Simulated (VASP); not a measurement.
A run of VASP 6.6.1:

File INCAR:

```
PREC = Accurate
ENCUT = 600
EDIFF = 1E-6
ISMEAR = 1
SIGMA = 0.1
LREAL = False
LASPH = True
NELM = 80
ALGO = Normal
ISIF = 3
LWAVE = False
LCHARG = False
GGA = PE
IVDW = 12
IBRION = 2
NSW = 90
EDIFFG = -0.01
```

The input KPOINTS:

```
Automatic mesh
0
Gamma
  14 14 14
```

The input POSCAR:

```
ZrC
1.0
    0.0000000000      2.3650000000      2.3650000000
    2.3650000000      0.0000000000      2.3650000000
    2.3650000000      2.3650000000      0.0000000000
Zr C
1 1
Direct
    0.5000000000      0.5000000000      0.5000000000
    0.0000000000      0.0000000000      0.0000000000
```

Potentials or basis: VASP PAW PBE potentials, release 64 (Zr_sv, C).

Launch:

```console
$ cat potpaw_PBE.64/Zr_sv/POTCAR potpaw_PBE.64/C/POTCAR > POTCAR
$ mpirun -np 1 vasp_std > vasp.out
```

Hardware: 1 thread of AMD EPYC 7R13 Processor (Zen 3), on a shared host.

Estimate the wall time of this run.

It took 2.1 min on 1 thread of AMD EPYC 7R13 Processor (Zen 3), on a shared host, peak memory 0.18 GiB. Counts: scf iterations 38, k points 104, ion steps 4.
